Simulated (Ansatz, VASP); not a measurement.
# HfO2 in VASP and in Ansatz

Contents of INCAR:

```
  PREC = Accurate
  ENCUT = 520
  EDIFF = 1E-7
  ISMEAR = 0
  SIGMA = 0.05
  LREAL = F
  LASPH = T
  NELM = 80
  ALGO = Normal
  ISIF = 2
  LWAVE = F
  LCHARG = F
  GGA = PE
  NBANDS = 18
```

KPOINTS

```
Automatic mesh
0
Gamma
  8 8 8
```

The input POSCAR:

```
HfO2
1.0
    0.0000000000      2.5488057612      2.5488057612
    2.5488057612      0.0000000000      2.5488057612
    2.5488057612      2.5488057612      0.0000000000
Hf O
1 2
Direct
    0.0000000000      0.0000000000      0.0000000000
    0.2205744545      0.2205744545      0.1961975344
    0.7500000000      0.7500000000      0.7500000000
```

Input for Ansatz:

```yaml
crystal:
  lattice:
    - [0.0, 2.5488057612, 2.5488057612]
    - [2.5488057612, 0.0, 2.5488057612]
    - [2.5488057612, 2.5488057612, 0.0]
  atoms:
    - { symbol: Hf, position: [0.0, 0.0, 0.0] }
    - { symbol: O, position: [0.2205744545, 0.2205744545, 0.1961975344] }
    - { symbol: O, position: [0.75, 0.75, 0.75] }
basis:
  ecutwfc: 420
kpoints:
  mp_grid: { grid: [8, 8, 8] }
hamiltonian:
  xc: pbe
scf:
  occupations: { method: gaussian, width: 0.05 }
output:
  forces: true
  stress: true
  eigenvalues: true
```

Alike in both runs: task single point; functional PBE; k mesh 8 × 8 × 8; occupations gaussian, width 0.05 eV; no spin polarisation.

```csv
,VASP,Ansatz
version,VASP 6.6.1,Ansatz 0.2.0
potentials or method,"VASP PAW PBE potentials, release 64 (Hf_pv, O)","scalar-relativistic, plane waves, PAW"
plane-wave cutoff (eV),520,420
valence electrons in the cell,22,38
```

Ansatz gave:

```
gap on the k mesh at the Fermi level (eV)       : 3.94
least direct gap on the mesh (eV)               : 3.94
pressure (GPa)                                  : 12.5
largest component of the traceless stress (GPa) : 11.23
rms of the force components (eV/Å)              : 2.437
```

What did VASP give for the same quantities?

gap on the k mesh at the Fermi level (eV): 3.94; least direct gap on the mesh (eV): 3.94; pressure (GPa): 9.1; largest component of the traceless stress (GPa): 10.73; rms of the force components (eV/Å): 2.414.

Atom by atom the forces differ by 0.024 eV/Å (rms over components). The functional is the same, so the differences come from potentials, cutoffs and numerics. The two sets of potentials don't hold the same shells in valence.

Caveats: spin-orbit coupling is left out, which moves the levels of the heavy elements; forces of over 1 eV/Å show positions far from the minimum, so gaps and moduli don't describe the material at rest. A k mesh can miss the band edges.
